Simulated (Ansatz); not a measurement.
**SnO2: energy and stress against strain**

This session takes SnO2 and sets out to see how energy and stress answer to the strain pattern (0, 0, 0, 0, 0, 1).

Method: DFT LDA, scalar-relativistic, plane waves, PAW, in Ansatz 0.2.0.

### 1 The structure to begin with

Symmetry: P4_2/mnm, No. 136, tetragonal system. The conventional cell has a = 4.723 Å, b = 4.723 Å, c = 3.190 Å, α = 90.00°, β = 90.00°, γ = 90.00°. Sn (site symmetry mmm) is surrounded by 6 O at 2.04 to 2.05 Å. O (site symmetry m2m) has 3 Sn at 2.04 to 2.05 Å as nearest neighbours.

As a file:

```xyz
6
Lattice="4.7213 0.0000 0.0000 0.0000 4.7242 0.0000 0.0000 0.0000 3.1900" Properties=species:S:1:pos:R:3 pbc="T T T"
Sn    2.3606    2.3621    1.5950
Sn    0.0000    0.0000    0.0000
O     1.4427    1.4483    0.0000
O     3.8033    0.9138    1.5950
O     0.9180    3.8104    1.5950
O     3.2786    3.2759    0.0000
```

It goes back to an entry of the Materials Project, which need not be the stable form.

This cell was relaxed beforehand with the same method: volume 11.86 Å³/atom, gap on the mesh 1.16 eV.

### 2 Zero of energy

Reference values: F = -13980.3628 eV; pressure -0.01 GPa; largest force 0.002 eV/Å; gap on the mesh 1.16 eV. It was computed beforehand with the settings of the runs below.

### 3 Setting up energy and stress against strain

The cell is strained by ε times the Voigt pattern (0, 0, 0, 0, 0, 1) (xx, yy, zz, yz, xz, xy; engineering shear), with fractional coordinates fixed (clamped ions). The stress on the pattern is the sum of the stress components weighted by it, tension positive.

### 4 ε = -0.1000

The input, input.yaml:

```yaml
crystal:
  lattice:
    - [4.7212714757, -0.2360635738, 0.0]
    - [-0.2362123243, 4.7242464866, 0.0]
    - [0.0, 0.0, 3.1900194031]
  atoms:
    - { symbol: Sn, position: [0.5, 0.5, 0.5] }
    - { symbol: Sn, position: [0.0, 0.0, 0.0] }
    - { symbol: O, position: [0.3055669669, 0.3065721211, 0.0] }
    - { symbol: O, position: [0.8055669669, 0.1934278789, 0.5] }
    - { symbol: O, position: [0.1944330331, 0.8065721211, 0.5] }
    - { symbol: O, position: [0.6944330331, 0.6934278789, 0.0] }
basis:
  ecutwfc: 420
kpoints:
  mp_grid: { grid: [6, 6, 8] }
hamiltonian:
  xc: lda
scf:
  occupations: { method: gaussian, width: 0.05 }
output:
  forces: true
  stress: true
  eigenvalues: true
```

Run with:

```console
> ansatz run input.yaml --threads 1 --pin off --max-ram 2560MiB --backend cpu --events-out ev --progress --plain --runs-dir out
```

### 5 At ε = 0.0750

Changes to input.yaml since step 4:

```diff
@@ -2,4 +2,4 @@
   lattice:
-    - [4.7212714757, -0.2360635738, 0.0]
-    - [-0.2362123243, 4.7242464866, 0.0]
+    - [4.7212714757, 0.1770476803, 0.0]
+    - [0.1771592432, 4.7242464866, 0.0]
     - [0.0, 0.0, 3.1900194031]
```

### 6 At ε = -0.0500

Changes to input.yaml since step 5:

```diff
@@ -2,4 +2,4 @@
   lattice:
-    - [4.7212714757, 0.1770476803, 0.0]
-    - [0.1771592432, 4.7242464866, 0.0]
+    - [4.7212714757, -0.1180317869, 0.0]
+    - [-0.1181061622, 4.7242464866, 0.0]
     - [0.0, 0.0, 3.1900194031]
```

### 7 At ε = 0.0250

Changes to input.yaml since step 6:

```diff
@@ -2,4 +2,4 @@
   lattice:
-    - [4.7212714757, -0.1180317869, 0.0]
-    - [-0.1181061622, 4.7242464866, 0.0]
+    - [4.7212714757, 0.0590158934, 0.0]
+    - [0.0590530811, 4.7242464866, 0.0]
     - [0.0, 0.0, 3.1900194031]
```

### 8 ε = 0.0875

Changes to input.yaml since step 7:

```diff
@@ -2,4 +2,4 @@
   lattice:
-    - [4.7212714757, 0.0590158934, 0.0]
-    - [0.0590530811, 4.7242464866, 0.0]
+    - [4.7212714757, 0.2065556271, 0.0]
+    - [0.2066857838, 4.7242464866, 0.0]
     - [0.0, 0.0, 3.1900194031]
```

### 9 ε = 0.0625

Changes to input.yaml since step 8:

```diff
@@ -2,4 +2,4 @@
   lattice:
-    - [4.7212714757, 0.2065556271, 0.0]
-    - [0.2066857838, 4.7242464866, 0.0]
+    - [4.7212714757, 0.1475397336, 0.0]
+    - [0.1476327027, 4.7242464866, 0.0]
     - [0.0, 0.0, 3.1900194031]
```

### 10 At ε = 0.0375

Changes to input.yaml since step 9:

```diff
@@ -2,4 +2,4 @@
   lattice:
-    - [4.7212714757, 0.1475397336, 0.0]
-    - [0.1476327027, 4.7242464866, 0.0]
+    - [4.7212714757, 0.0885238402, 0.0]
+    - [0.0885796216, 4.7242464866, 0.0]
     - [0.0, 0.0, 3.1900194031]
@@ -24 +24,5 @@
   eigenvalues: true
+  write_density: true
+  write_potential: true
+  elf: true
+  volumetric_format: npy
```

### 11 Point ε = 0.0125

Changes to input.yaml since step 10:

```diff
@@ -2,4 +2,4 @@
   lattice:
-    - [4.7212714757, 0.0885238402, 0.0]
-    - [0.0885796216, 4.7242464866, 0.0]
+    - [4.7212714757, 0.0295079467, 0.0]
+    - [0.0295265405, 4.7242464866, 0.0]
     - [0.0, 0.0, 3.1900194031]
@@ -24,5 +24 @@
   eigenvalues: true
-  write_density: true
-  write_potential: true
-  elf: true
-  volumetric_format: npy
```

(Steps that only read results are left out.)

Q: Predict the outcome of this session. Wanted: slope of the stress at ε = 0, from the points at -0.0500, 0 and 0.0125.

As calculated:

| quantity | value |
| --- | --- |
| slope of the stress at ε = 0, from the points at -0.0500, 0 and 0.0125 | 208 GPa |

**Reading.** The slope of the stress at zero strain, 208 GPa, estimates C66 with clamped ions in this Cartesian frame; letting the atoms relax could not make it stiffer. The step is wide, so higher orders mix in. The undisturbed cell stays the lowest of the sampled points. The gap on the mesh stays between 1.15 and 1.16 eV.
